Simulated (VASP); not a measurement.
# PbO (P4/nmm) in VASP: a series of runs

The runs below take PbO through relaxation of cell and atoms, with PBE+D3(BJ).

Program: VASP 6.6.1. These are calculated values, not measurements. Logs are shortened: lines on timing, memory, paths and dates and some standing lists are left out, and cuts for length are marked.

## (1) The structure

The structure is tetragonal, space group P4/nmm (No. 129). Conventional cell: a = 3.990 Å, b = 3.990 Å, c = 5.010 Å, α = 90.00°, β = 90.00°, γ = 90.00°. Around Pb (site symmetry 4mm) lie 4 O at 2.33 Å. O (site symmetry -4m2) is surrounded by 4 Pb at 2.33 Å.

## (2) Relaxation of cell and atoms, PBE+D3(BJ)

Contents of INCAR:

```
SYSTEM = PbO
PREC = Accurate
ENCUT = 900
EDIFF = 1E-7
ISMEAR = 0
SIGMA = 0.02
LREAL = .False.
LASPH = .True.
NELM = 80
ALGO = Normal
ISIF = 3
LWAVE = .False.
LCHARG = .False.
GGA = PE
IVDW = 12
IBRION = 2
NSW = 80
EDIFFG = -0.002
```

Contents of KPOINTS:

```
regular mesh
0
Gamma
  8 8 6
  0 0 0
```

Contents of POSCAR:

```
PbO
1.0
    3.9900000000      0.0000000000      0.0000000000
    0.0000000000      3.9900000000      0.0000000000
    0.0000000000      0.0000000000      5.0100000000
Pb O
2 2
Direct
    0.0000000000      0.5000000000      0.2400000000
    0.5000000000      0.0000000000      0.7600000000
    0.0000000000      0.0000000000      0.0000000000
    0.5000000000      0.5000000000      0.0000000000
```

Potentials or basis: VASP PAW PBE potentials, release 64 (Pb_d, O_h).

Command:

```console
> cat potpaw_PBE.64/Pb_d/POTCAR potpaw_PBE.64/O_h/POTCAR > POTCAR
> mpirun -np 1 vasp_std > vasp.out
```

OUTCAR:

```text
SYSTEM = PbO
   PREC = Accurate
   ENCUT = 900
   EDIFF = 1E-7
   ISMEAR = 0
   LREAL = .False.
   LASPH = .True.
   NELM = 80
   ISIF = 3
   GGA = PE
   IVDW = 12
   IBRION = 2
   NSW = 80
   EDIFFG = -0.002
 IVDW          = 12

 ion  position               nearest neighbor table
   1  0.000  0.500  0.240-   3 2.33   4 2.33   3 2.33   4 2.33   2 3.71   2 3.71   2 3.71   2 3.71
                             2 3.84   2 3.84   2 3.84   2 3.84
   2  0.500  0.000  0.760-   3 2.33   4 2.33   4 2.33   3 2.33   1 3.71   1 3.71   1 3.71   1 3.71
                             1 3.84   1 3.84   1 3.84   1 3.84
   3  0.000  0.000  0.000-   1 2.33   2 2.33   1 2.33   2 2.33
   4  0.500  0.500  0.000-   1 2.33   2 2.33   2 2.33   1 2.33

  LATTYP: Found a simple tetragonal cell.
 ALAT       =     3.9900000000
 C/A-ratio  =     1.2556390977

  Lattice vectors:

 A1 = (   3.9900000000,   0.0000000000,   0.0000000000)
 A2 = (   0.0000000000,   3.9900000000,   0.0000000000)
 A3 = (   0.0000000000,   0.0000000000,   5.0100000000)

Analysis of symmetry for initial positions (statically):
=====================================================================
 Subroutine PRICEL returns:
 Original cell was already a primitive cell.

 Routine SETGRP: Setting up the symmetry group for a
 simple tetragonal supercell.

 Subroutine GETGRP returns: Found 16 space group operations
 (whereof  8 operations were pure point group operations)
 out of a pool of 16 trial point group operations.

The static configuration has the point symmetry D_2d.
 The point group associated with its full space group is D_4h.

Analysis of symmetry for dynamics (positions and initial velocities):
=====================================================================
 Subroutine PRICEL returns:
 Original cell was already a primitive cell.

 Routine SETGRP: Setting up the symmetry group for a
 simple tetragonal supercell.

 Subroutine GETGRP returns: Found 16 space group operations
 (whereof  8 operations were pure point group operations)
 out of a pool of 16 trial point group operations.

The dynamic configuration has the point symmetry D_2d.
 The point group associated with its full space group is D_4h.

 Subroutine INISYM returns: Found 16 space group operations
 (whereof  8 operations are pure point group operations),
 and found     1 'primitive' translations

----------------------------------------------------------------------------------------

                                     Primitive cell

  volume of cell :      79.7597

  direct lattice vectors                    reciprocal lattice vectors
     3.990000000  0.000000000  0.000000000     0.250626566  0.000000000  0.000000000
     0.000000000  3.990000000  0.000000000     0.000000000  0.250626566  0.000000000
[... 92 lines left out ...]
   NSW    =     80    number of steps for IOM
   IBRION =      2    ionic relax: 0-MD 1-quasi-New 2-CG
   NFREE  =      1    steps in history (QN), initial steepest desc. (CG)
   ISIF   =      3    stress and relaxation
   ISYM   =      2    0-nonsym 1-usesym 2-fastsym
   POTIM  = 0.5000    time-step for ionic-motion
   TEBEG  =    0.0;   TEEND  =   0.0 temperature during run
   PSTRESS=    0.0 pullay stress
   NELECT =      40.0000    total number of electrons
   NUPDOWN=      -1.0000    fix difference up-down
   EMIN   =  10.00;   EMAX   =-10.00  energy-range for DOS
   EFERMI =   0.00;   METHOD = LEGACY
   ISMEAR =     0;   SIGMA  =   0.02  broadening in eV -4-tet -1-fermi 0-gaus
   EFERMI_NEDOS =   21; number of points for ismear=-14 and -15
   IALGO  =     38    algorithm
   IMIX   =      4    mixing-type and parameters
     AMIX     =   0.40;   BMIX     =  1.00
     AMIX_MAG =   1.60;   BMIX_MAG =  1.00
  volume/ion in A,a.u.               =      19.94       134.56
  Fermi-wavevector in a.u.,A,eV,Ry     =   1.300670  2.457909 23.017539  1.691741
  Thomas-Fermi vector in A             =   2.431853
   LORBIT       =      0    0 simple, 1 ext, 2 COOP (PROOUT), +10 PAW based schemes
   GGA     = PE    functional components
   LHFCALC =     F    Hartree Fock is set to
   AEXX    =    0.0000 exact exchange contribution
   IVDW    =    12    specifies the selected vdW correction
   LEPSILON=     F    determine dielectric tensor
   LRPA    =     F    only Hartree local field effects (RPA)
 conjugate gradient relaxation of ions
 non-spin polarized calculation
 Gauss-broadening in eV      SIGMA  =   0.02
  energy-cutoff  :      900.00
  volume of cell :       79.76
 maximum number of plane-waves:      4920
 NGX is ok and might be reduce to    40
   NGX = 19   NGY = 19   NGZ = 25

--------------------------------------- Ionic step        1  -------------------------------------------

 number of electron      40.0000008 magnetization

 Free energy of the ion-electron system (eV)
  ---------------------------------------------------
  ext. energy  EPLUGINS =         0.00000000
  ---------------------------------------------------
  free energy    TOTEN  =       -21.44979863 eV

  energy without entropy =      -21.44979863  energy(sigma->0) =      -21.44979863

------------------------ aborting loop because EDIFF is reached ----------------------------------------

 Edisp (eV)   -0.95200

 E8    (eV) :    -0.4363
[... 111 lines left out ...]
  FREE ENERGIE OF THE ION-ELECTRON SYSTEM (eV)
  ---------------------------------------------------
  free  energy   TOTEN  =       -22.4057483815 eV

  energy  without entropy=      -22.4057483815  energy(sigma->0) =      -22.40574838

[... ionic steps 4 to 15 ...]

--------------------------------------- Ionic step       16  -------------------------------------------

 number of electron      40.0000005 magnetization

------------------------ aborting loop because EDIFF is reached ----------------------------------------
[... 79 lines left out ...]
--------------------------------------- Ionic step       18  -------------------------------------------

 number of electron      40.0000005 magnetization

 Free energy of the ion-electron system (eV)
  ---------------------------------------------------
  ext. energy  EPLUGINS =         0.00000000
  ---------------------------------------------------
  free energy    TOTEN  =       -21.46457211 eV

  energy without entropy =      -21.46457211  energy(sigma->0) =      -21.46457211

 E-fermi :   5.2287     XC(G=0):  -9.7899

 val. band max:        5.1010139089   @ k =   0.1250   0.0000   0.0000
 cond. band min:       6.3277293962   @ k =   0.5000   0.5000   0.0000
 fundamental gap:      1.2267154873
 Fermi energy:         5.2286654702

 k-point     1 :       0.0000    0.0000    0.0000
  band No.  band energies     occupation
      1     -12.9795      2.00000
      2     -12.5362      2.00000
      3     -10.8387      2.00000
      4     -10.8387      2.00000
      5     -10.7875      2.00000
      6     -10.7475      2.00000
[... 637 lines left out ...]
     23      10.7819      0.00000
     24      10.7819      0.00000

 [... further k-points ...]

------------------------ aborting loop because EDIFF is reached ----------------------------------------

 Edisp (eV)   -0.94355

 E8    (eV) :    -0.4326
[... 27 lines left out ...]
  FREE ENERGIE OF THE ION-ELECTRON SYSTEM (eV)
  ---------------------------------------------------
  free  energy   TOTEN  =       -22.4081237065 eV

  energy  without entropy=      -22.4081237065  energy(sigma->0) =      -22.40812371

 reached required accuracy - stopping structural energy minimisation
```

OSZICAR:

```text
N       E                     dE             d eps       ncg     rms          rms(c)
DAV:   1     0.547294017457E+03    0.54729E+03   -0.27626E+04  2880   0.292E+03
[... 167 lines left out ...]
       N       E                     dE             d eps       ncg     rms          rms(c)
DAV:   1    -0.214645974558E+02    0.20729E-03   -0.42937E-03  4544   0.575E-01    0.324E-02
DAV:   2    -0.214645752292E+02    0.22227E-04   -0.11429E-04  4632   0.121E-01    0.983E-03
DAV:   3    -0.214645716152E+02    0.36140E-05   -0.11268E-05  3904   0.641E-02    0.452E-03
DAV:   4    -0.214645716039E+02    0.11230E-07   -0.35520E-06  4368   0.254E-02    0.145E-03
DAV:   5    -0.214645721116E+02   -0.50762E-06   -0.50061E-07  3344   0.901E-03    0.750E-04
DAV:   6    -0.214645721060E+02    0.55697E-08   -0.95946E-08  1528   0.580E-03
  18 F= -.22408124E+02 E0= -.22408124E+02  d E =-.144399E-05
```

It took 49 min on 1 thread of AMD EPYC 7R43 (Zen 3), shared host; peak memory 0.44 GiB.

Results:

| Property | Result |
| --- | --- |
| Free energy | -22.4081 eV |
| Relaxed volume | 20.12 Å³/atom |
| Relaxed cell | a = 4.031 Å, b = 4.031 Å, c = 4.953 Å, α = 90.00°, β = 90.00°, γ = 90.00° |
| Space group after relaxing (to 0.05 Å) | P4/nmm (No. 129) |
| Energy gained by relaxing | 1.6 meV/atom |
| Ionic steps | 18 |
| Pressure after relaxing | 0.0 GPa |
| Band gap on the k mesh | 1.23 eV, indirect (least direct gap 2.14 eV) |
| Dispersion energy per atom | -0.236 eV |

Step by step:
```tsv
step	energy change (eV)	largest force (eV/Å)	pressure (GPa)	volume (Å³)
1	0.0000	0.0361	0.98	79.76
2	-0.0032	0.1862	-0.63	81.17
3	-0.0039	0.1202	-0.16	80.74
4	-0.0058	0.0325	-0.08	80.85
5	-0.0061	0.0252	-0.03	80.92
6	-0.0061	0.0179	-0.02	80.92
7	-0.0061	0.0209	-0.03	80.92
8	-0.0061	0.0181	-0.02	80.87
9	-0.0062	0.0144	-0.03	80.81
10	-0.0063	0.0071	-0.03	80.68
11	-0.0063	0.0071	-0.03	80.42
12	-0.0063	0.0002	-0.03	80.54
13	-0.0063	0.0012	-0.02	80.52
14	-0.0063	0.0003	-0.03	80.53
15	-0.0063	0.0164	0.09	80.41
16	-0.0063	0.0041	0.00	80.50
17	-0.0063	0.0042	0.00	80.50
18	-0.0063	0.0007	-0.01	80.48
```

Final structure:
```
Pb O
1.0
     4.03089    0.00000    0.00000
     0.00000    4.03089    0.00000
     0.00000    0.00000    4.95303
Pb O
2 2
Cartesian
  0.0000 2.0154 1.1891
  2.0154 0.0000 3.7639
  0.0000 0.0000 0.0000
  2.0154 2.0154 0.0000
```

Levels at points of the mesh, in eV from the valence-band top:
| k point | band 16 | band 17 | band 18 | band 19 | band 20 | band 21 | band 22 | band 23 | band 24 |
| --- | --- | --- | --- | --- | --- | --- | --- | --- | --- |
| (0.00, 0.00, 0.00) | -4.06 | -1.54 | -1.52 | -1.52 | -0.02 | 2.43 | 5.54 | 5.54 | 5.67 |
| (0.50, 0.00, 0.00) | -2.96 | -2.83 | -2.83 | -1.51 | -1.51 | 3.45 | 3.45 | 6.59 | 6.59 |
| (0.50, 0.50, 0.00) | -3.16 | -1.53 | -1.53 | -0.91 | -0.91 | 1.23 | 1.23 | 5.36 | 5.36 |
| (0.00, 0.00, 0.50) | -3.88 | -1.59 | -1.55 | -1.55 | -0.74 | 1.96 | 3.95 | 3.95 | 4.13 |
| (0.50, 0.00, 0.50) | -3.48 | -2.78 | -2.78 | -0.86 | -0.86 | 3.16 | 3.16 | 6.20 | 6.20 |
| (0.50, 0.50, 0.50) | -3.66 | -2.17 | -2.17 | -0.91 | -0.91 | 3.52 | 3.52 | 4.87 | 4.87 |

Caveat: the cutoff is under 1.25 times the usual one of these potentials, so pressure, stress and relaxed cells hold a basis-set (Pulay) error; spin-orbit coupling is left out, which as a rule narrows the gap of such compounds by several tenths of an eV.

## (3) Relaxation of cell and atoms, PBE+D3(BJ)

This run uses another cell than the first one, of 20.12 Å³/atom, 1.009 times its volume.

INCAR is that of step 2.

KPOINTS is that of step 2.

Contents of POSCAR:

```
PbO                                     
1.0
    4.0308901574      0.0000000000      0.0000000000
    0.0000000000      4.0308901574     -0.0000000000
    0.0000000000     -0.0000000000      4.9530329792
  Pb              O             
     2     2
Direct
     0.0000000000000000    0.5000000000000000    0.2400743864388918
     0.5000000000000000    0.0000000000000000    0.7599256135611082
     0.0000000000000000    0.0000000000000000    0.0000000000000000
     0.5000000000000000    0.5000000000000000    0.0000000000000000
```

Potentials or basis: VASP PAW PBE potentials, release 64 (Pb_d, O_h).

Command:

```console
> cat potpaw_PBE.64/Pb_d/POTCAR potpaw_PBE.64/O_h/POTCAR > POTCAR
> mpirun -np 1 vasp_std > vasp.out
```

OUTCAR:

```text
SYSTEM = PbO
   PREC = Accurate
   ENCUT = 900
   EDIFF = 1E-7
   ISMEAR = 0
   LREAL = .False.
   LASPH = .True.
   NELM = 80
   ISIF = 3
   GGA = PE
   IVDW = 12
   IBRION = 2
   NSW = 80
   EDIFFG = -0.002
 IVDW          = 12

 ion  position               nearest neighbor table
   1  0.000  0.500  0.240-   3 2.34   4 2.34   3 2.34   4 2.34   2 3.71   2 3.71   2 3.71   2 3.71
                             2 3.84   2 3.84   2 3.84   2 3.84
   2  0.500  0.000  0.760-   3 2.34   4 2.34   4 2.34   3 2.34   1 3.71   1 3.71   1 3.71   1 3.71
                             1 3.84   1 3.84   1 3.84   1 3.84
   3  0.000  0.000  0.000-   1 2.34   2 2.34   1 2.34   2 2.34
   4  0.500  0.500  0.000-   1 2.34   2 2.34   2 2.34   1 2.34

  LATTYP: Found a simple tetragonal cell.
 ALAT       =     4.0308901574
 C/A-ratio  =     1.2287690276

  Lattice vectors:

 A1 = (   4.0308901574,   0.0000000000,   0.0000000000)
 A2 = (   0.0000000000,   4.0308901574,   0.0000000000)
 A3 = (   0.0000000000,   0.0000000000,   4.9530329792)

Analysis of symmetry for initial positions (statically):
=====================================================================
 Subroutine PRICEL returns:
 Original cell was already a primitive cell.

 Routine SETGRP: Setting up the symmetry group for a
 simple tetragonal supercell.

 Subroutine GETGRP returns: Found 16 space group operations
 (whereof  8 operations were pure point group operations)
[... 171 lines left out ...]
  free energy    TOTEN  =       -21.46617168 eV

  energy without entropy =      -21.46617168  energy(sigma->0) =      -21.46617168

------------------------ aborting loop because EDIFF is reached ----------------------------------------

 Edisp (eV)   -0.94355

 E8    (eV) :    -0.4326
[... 111 lines left out ...]
  FREE ENERGIE OF THE ION-ELECTRON SYSTEM (eV)
  ---------------------------------------------------
  free  energy   TOTEN  =       -22.4097432319 eV

  energy  without entropy=      -22.4097432319  energy(sigma->0) =      -22.40974323

[... ionic steps 4 to 16 ...]

--------------------------------------- Ionic step       17  -------------------------------------------

 number of electron      40.0000001 magnetization

------------------------ aborting loop because EDIFF is reached ----------------------------------------
[... 79 lines left out ...]
--------------------------------------- Ionic step       19  -------------------------------------------

 number of electron      40.0000001 magnetization

 Free energy of the ion-electron system (eV)
  ---------------------------------------------------
  ext. energy  EPLUGINS =         0.00000000
  ---------------------------------------------------
  free energy    TOTEN  =       -21.46620219 eV

  energy without entropy =      -21.46620219  energy(sigma->0) =      -21.46620219

 E-fermi :   5.2295     XC(G=0):  -9.7908

 val. band max:        5.0938939492   @ k =   0.1250   0.0000   0.0000
 cond. band min:       6.3252603808   @ k =   0.5000   0.5000   0.0000
 fundamental gap:      1.2313664315
 Fermi energy:         5.2294855777

 k-point     1 :       0.0000    0.0000    0.0000
  band No.  band energies     occupation
      1     -12.9741      2.00000
      2     -12.5358      2.00000
      3     -10.8403      2.00000
      4     -10.8403      2.00000
      5     -10.7895      2.00000
      6     -10.7474      2.00000
[... 637 lines left out ...]
     23      10.7719      0.00000
     24      10.7719      0.00000

 [... further k-points ...]

------------------------ aborting loop because EDIFF is reached ----------------------------------------

 Edisp (eV)   -0.94356

 E8    (eV) :    -0.4326
[... 27 lines left out ...]
  FREE ENERGIE OF THE ION-ELECTRON SYSTEM (eV)
  ---------------------------------------------------
  free  energy   TOTEN  =       -22.4097671019 eV

  energy  without entropy=      -22.4097671019  energy(sigma->0) =      -22.40976710

 reached required accuracy - stopping structural energy minimisation
```

OSZICAR:

```text
N       E                     dE             d eps       ncg     rms          rms(c)
DAV:   1     0.549049187913E+03    0.54905E+03   -0.27502E+04  2880   0.291E+03
[... 132 lines left out ...]
       N       E                     dE             d eps       ncg     rms          rms(c)
DAV:   1    -0.214662106861E+02    0.63599E-04   -0.26466E-03  3608   0.386E-01    0.213E-02
DAV:   2    -0.214662053622E+02    0.53240E-05   -0.74833E-05  4280   0.881E-02    0.110E-02
DAV:   3    -0.214662023915E+02    0.29706E-05   -0.51332E-06  4232   0.374E-02    0.439E-03
DAV:   4    -0.214662020904E+02    0.30110E-06   -0.15048E-06  4432   0.153E-02    0.105E-03
DAV:   5    -0.214662021935E+02   -0.10310E-06   -0.27894E-07  2208   0.815E-03    0.464E-04
DAV:   6    -0.214662021862E+02    0.73087E-08   -0.48627E-08  1504   0.302E-03
  19 F= -.22409767E+02 E0= -.22409767E+02  d E =-.275793E-05
```

Run time: 34 min. Hardware: 1 thread of AMD EPYC 7R43 (Zen 3), shared host; peak memory 0.42 GiB.

What came out:

```
Free energy                : -22.4098 eV
Energy gained by relaxing  : 0.0 meV/atom
Ionic steps                : 19
Pressure after relaxing    : 0.0 GPa
Band gap on the k mesh     : 1.23 eV, indirect (least direct gap 2.14 eV)
Dispersion energy per atom : -0.236 eV
```

Final structure:
```
Pb O
1.0
     4.03434    0.00000    0.00000
     0.00000    4.03434    0.00000
     0.00000    0.00000    4.94457
Pb O
2 2
Cartesian
  0.0000 2.0172 1.1875
  2.0172 0.0000 3.7571
  0.0000 0.0000 0.0000
  2.0172 2.0172 0.0000
```

Caveat: the cutoff is under 1.25 times the usual one of these potentials, so pressure, stress and relaxed cells hold a basis-set (Pulay) error; spin-orbit coupling is left out, which as a rule narrows the gap of such compounds by several tenths of an eV. A k mesh can miss the band edges.
